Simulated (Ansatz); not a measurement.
## Tl in Ansatz: the effect of functional

The system is Tl.

```xyz
2
Lattice="3.4093 0.0000 0.0000 -1.7046 2.9525 0.0000 0.0000 0.0000 5.4503" Properties=species:S:1:pos:R:3 pbc="T T T"
Tl    1.7046    0.9842    4.0877
Tl    0.0000    1.9684    1.3626
```

The cell isn't the ideal one: volume scaled by 0.96.

Alike in all runs:

| Item | Value |
| --- | --- |
| Program | Ansatz 0.2.0 |
| Task | single point |
| Potentials or basis | Ansatz PAW |
| k mesh | 9 × 9 × 5 |
| Occupations | fermi-dirac, width 0.05 eV |
| Spin | no spin polarisation |

| functional | cutoff | pressure (GPa) |
| --- | --- | --- |
| LDA | 420 eV (not typed: the program's choice for these potentials) | 0.0 |
| r2SCAN | 500 eV (not typed: the program's choice for these potentials) | 4.0 |
| PBE | 420 eV (not typed: the program's choice for these potentials) | ? |

Q: What does the run with functional PBE give?

A: Pressure 5.4 GPa.

Caveats: the PAW data sets come from PBE, with cores solved anew for the run's functional, which leaves a small shift of forces and pressure (some runs).
